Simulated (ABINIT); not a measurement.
Runs of ABINIT 10.8.3 (patched build) on FeO (Wuestite). It takes space group Fm-3m (No. 225, cubic). Conventional cell: a = 4.311 Å, b = 4.311 Å, c = 4.311 Å, α = 90.00°, β = 90.00°, γ = 90.00°. Around Fe (site symmetry m-3m) lie 6 O at 2.16 Å. O (site symmetry m-3m) has 6 Fe at 2.16 Å as nearest neighbours. 

| task | level | potentials or basis | cell | k mesh | cutoff (eV) | stop of the response cycle (tolvrs) | q points | q points (reduced) | cell freedom (optcell) | optimiser (ionmov) | gap on the mesh (eV) | pressure (GPa) | moment (μB) | relaxed volume (Å³/atom) |
| --- | --- | --- | --- | --- | --- | --- | --- | --- | --- | --- | --- | --- | --- | --- |
| phonons at a zone-boundary q | PBEsol | PseudoDojo NC SR PBEsol v0.4.1 standard | as given | 6 × 6 × 6, with 4 shifts | 1116 | 1e-10 | ["L"] | [[0.5, 0.5, 0.5]] | - | - | - | -10.9 | 4.00 | - |
| relaxation of cell and atoms | PBE | PseudoDojo NC SR PBE v0.4.1 standard | relaxed | 8 × 8 × 8 | 1252 | - | - | - | 2 | 2 | none | 0.0 | 4.00 | (b) |
| relaxation of cell and atoms | LDA | PseudoDojo NC SR LDA v0.4.1 standard | relaxed | 8 × 8 × 8 | 1252 | - | - | - | 2 | 2 | none | 0.0 | 3.96 | 9.18 |
| optical spectrum | PBE | PseudoDojo NC SR PBE v0.4.1 standard | cell relaxed at zero pressure by an earlier run | 8 × 8 × 8, with 4 shifts | 1252 | - | - | - | - | - | - | -0.1 | 4.00 | - |
| phonons | PBE | PseudoDojo NC SR PBE v0.4.1 standard | cell relaxed at zero pressure by an earlier run | 6 × 6 × 6, with 4 shifts | 1252 | 1e-08 | - | - | - | - | - | -0.2 | 4.00 | - |
| single point | LDA | PseudoDojo NC SR LDA v0.4.1 standard | cell relaxed | 8 × 8 × 8 | 1252 | - | - | - | - | - | none | 0.0 | 3.96 | - |
| single point | PBEsol | PseudoDojo NC SR PBEsol v0.4.1 standard | as given | 8 × 8 × 8 | 1116 | - | - | - | - | - | none | (a) | 4.00 | - |
| single point | PBEsol | Ansatz PAW PBE default generated set, frozen core | as given | 8 × 8 × 8 | 381 | - | - | - | - | - | none | - | 4.00 | - |
| single point | PBE | PseudoDojo NC SR PBE v0.4.1 standard | cell relaxed | 8 × 8 × 8 | 1252 | - | - | - | - | - | none | 0.0 | 4.00 | - |

Alike in all rows: spin collinear, ferromagnetic start; smearing fermi-dirac 0.05 eV.

Problem. Fill in the values left out.

Solution. (a) -10.7; (b) 9.97.

Caveats: a cell with one magnetic atom can't hold antiferromagnetic order, which such compounds often take; semilocal functionals often make such compounds metallic where correlation or magnetic order opens a gap, which also shifts bond lengths (some runs); the mesh is coarse for a metal's response (some runs); this build's spin-polarised response under this functional may be imprecise (some runs); the intraband (Drude) term is left out (some runs); spectra need much finer meshes, so this one isn't converged (some runs); independent-particle spectra lack excitons (some runs).

A gap of «none» marks a metal or a gap under the smearing width.
